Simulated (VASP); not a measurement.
# MnS (R-3m) in VASP: further runs, part 3 of 3

VASP 6.6.1. Earlier steps stand in the parts before.

### 6 Relaxation of cell and atoms, LDA, collinear spin, ferromagnetic start, target pressure 10 GPa, at which the enthalpy is minimised

INCAR reads:

```
SYSTEM = MnS
ALGO = Normal ; EDIFF = 1E-7
EDIFFG = -0.02 ; ENCUT = 600
IBRION = 2 ; ISIF = 3
ISMEAR = -1 ; ISPIN = 2
LASPH = .True. ; LCHARG = .False.
LMAXMIX = 4 ; LORBIT = 11
LREAL = .False. ; LWAVE = .False.
MAGMOM = 4 0 ; NELM = 150
NSW = 40 ; PREC = Accurate
PSTRESS = 100 ; SIGMA = 0.05
```

KPOINTS reads:

```
k-points
0
Gamma
  7 7 7
  0 0 0
```

POSCAR reads:

```
MnS
1.0
    1.8299960138      1.0565486912      2.9709202777
   -1.8299960138      1.0565486912      2.9709202777
    0.0000000000     -2.1130973823      2.9709202777
Mn S
1 1
Direct
    0.0000000000      0.0000000000      0.0000000000
    0.5000000000      0.5000000000      0.5000000000
```

Potentials or basis: VASP PAW LDA potentials, release 64 (Mn_pv, S).

Command:

```
$ cat potpaw_LDA.64/Mn_pv/POTCAR potpaw_LDA.64/S/POTCAR > POTCAR
$ mpirun -np 1 vasp_std > vasp.out
```

Run time: 2.6 min. Hardware: 1 thread of AMD EPYC 9R45 (Zen 5), shared host; peak memory 0.17 GiB.

The run converged. Its results:

```yaml
Free_energy: -15.3362 eV
Relaxed_volume: 12.46 Å³/atom
Relaxed_cell: a = 3.276 Å, b = 3.276 Å, c = 3.276 Å, α = 60.13°, β = 60.13°, γ = 60.13°
Space_group_after_relaxing_to_0.05_Å: Fm-3m (No. 225)
Energy_change_on_relaxing_the_enthalpy_is_what_falls: -143.0 meV/atom
Ionic_steps: 6
Pressure_after_relaxing: 10.0 GPa
Band_gap_on_the_k_mesh: none (metal or under the smearing width)
Net_moment: -3.01 μB per cell
Site_moments: Mn -2.80; S -0.05 μB
Valence_electrons_inside_the_program's_atomic_spheres: Mn 11.85; S 3.77
```

Stress tensor (GPa, compression positive):
```
 9.91  0.00  0.00
 0.00  9.91  0.00
 0.00  0.00 10.10
```

Step by step:
| step | energy change (eV) | largest force (eV/Å) | pressure (GPa) | volume (Å³) |
| --- | --- | --- | --- | --- |
| 1 | 0.0000 | 0.0000 | -11.25 | 34.47 |
| 2 | -0.2362 | 0.0000 | 14.57 | 24.27 |
| 3 | -0.2884 | 0.0000 | 9.76 | 24.96 |
| 4 | -0.2775 | 0.0000 | 10.84 | 24.79 |
| 5 | -0.2921 | 0.0000 | 9.35 | 25.03 |
| 6 | -0.2860 | 0.0000 | 9.97 | 24.93 |

Final structure:
```
CELL_PARAMETERS angstrom
1.64103 0.94745 2.67193
-1.64103 0.94745 2.67193
0.00000 -1.89489 2.67193
ATOMIC_POSITIONS crystal
Mn 0.00000 0.00000 0.00000
S 0.50000 0.50000 0.50000
```

Levels at points of the mesh, in eV from the Fermi level:
Spin up:
| k point | band 4 | band 5 | band 6 | band 7 | band 8 | band 9 | band 10 | band 11 | band 12 | band 13 |
| --- | --- | --- | --- | --- | --- | --- | --- | --- | --- | --- |
| (0.00, 0.00, 0.00) | -16.61 | -1.62 | -1.62 | -1.59 | -1.02 | -1.02 | -1.00 | -0.88 | -0.88 | 5.96 |
Spin down:
```
           k point  band 8  band 9  band 10  band 11  band 12  band 13  band 14  band 15
(0.00, 0.00, 0.00)   -2.83   -2.83    -1.83    -1.83    -1.80     5.51    10.10    10.10
```

Caveat: the cell is relaxed towards a set pressure, so the enthalpy falls and the energy may rise; the volume moved by over 15 % at a fixed basis, so the end points are rough; a cell with one magnetic atom can't hold antiferromagnetic order, which such compounds often take; semilocal functionals often make such compounds metallic where correlation or magnetic order opens a gap, which also shifts bond lengths.

### 7 The reference run

An earlier run on the cell as given: functional PBE; potentials or basis VASP PAW PBE potentials, release 64 (Mn_pv, S); cutoff 520 eV; k mesh 9 × 9 × 9; occupations fermi-dirac, width 0.05 eV; collinear spin, ferromagnetic start; starting moments [4.0, 0.0] μB.

* Pressure: -1.6 GPa
* Band gap on the k mesh: none (metal or under the smearing width)
* Net moment: 4.66 μB per cell
* Site moments: Mn +4.22; S +0.10 μB
* Valence electrons inside the program's atomic spheres: Mn 11.33; S 3.73

### 8 The runs side by side

| task | level | potentials or basis | spin | cell | k mesh | cutoff (eV) | smearing | supercell matrix | target pressure | gap on the mesh (eV) | pressure (GPa) | moment (μB) |
| --- | --- | --- | --- | --- | --- | --- | --- | --- | --- | --- | --- | --- |
| relaxation of cell and atoms | r2SCAN+D3(BJ) | VASP PAW PBE potentials, release 64 (Mn_pv, S) | collinear, ferromagnetic start | relaxed | 9 × 9 × 9 | 600 | gaussian 0.05 eV | - | - | none | 0.0 | 4.98 |
| single point | PBEsol | VASP PAW PBE potentials, release 64 (Mn_pv, S) | collinear, antiferromagnetic start | as given | 9 × 9 × 9 | 520 | fermi-dirac 0.05 eV | [0, 1, 1, 1, 0, 1, 1, 1, 0] | - | 0.72 | -5.7 | 0.00 |
| relaxation of cell and atoms | LDA | VASP PAW LDA potentials, release 64 (Mn_pv, S) | collinear, ferromagnetic start | relaxed to 2 GPa | 7 × 7 × 7 | 600 | fermi-dirac 0.05 eV | - | 2 GPa | none | 1.9 | 3.18 |
| relaxation of cell and atoms | LDA | VASP PAW LDA potentials, release 64 (Mn_pv, S) | collinear, ferromagnetic start | relaxed to 5 GPa | 7 × 7 × 7 | 600 | fermi-dirac 0.05 eV | - | 5 GPa | none | 4.9 | 3.11 |
| relaxation of cell and atoms | LDA | VASP PAW LDA potentials, release 64 (Mn_pv, S) | collinear, ferromagnetic start | relaxed to 10 GPa | 7 × 7 × 7 | 600 | fermi-dirac 0.05 eV | - | 10 GPa | none | 10.0 | 3.01 |
| single point | PBE | VASP PAW PBE potentials, release 64 (Mn_pv, S) | collinear, ferromagnetic start | as given | 9 × 9 × 9 | 520 | fermi-dirac 0.05 eV | - | - | none | -1.6 | 4.66 |

Caveats: a cell with one magnetic atom can't hold antiferromagnetic order, which such compounds often take (some runs); semilocal functionals often make such compounds metallic where correlation or magnetic order opens a gap, which also shifts bond lengths (some runs); the cell is relaxed towards a set pressure, so the enthalpy falls and the energy may rise (some runs); the volume moved by over 15 % at a fixed basis, so the end points are rough (some runs); the PAW data sets were made with another functional, which shifts forces and pressure a little (some runs); pairwise dispersion overbinds metals, which lowers pressure and volume (some runs); an odd mesh through Γ misses points on the zone boundary, where band edges often lie (some runs).

Total energies depend on the potentials used, so only differences within one code and one set of settings carry meaning.
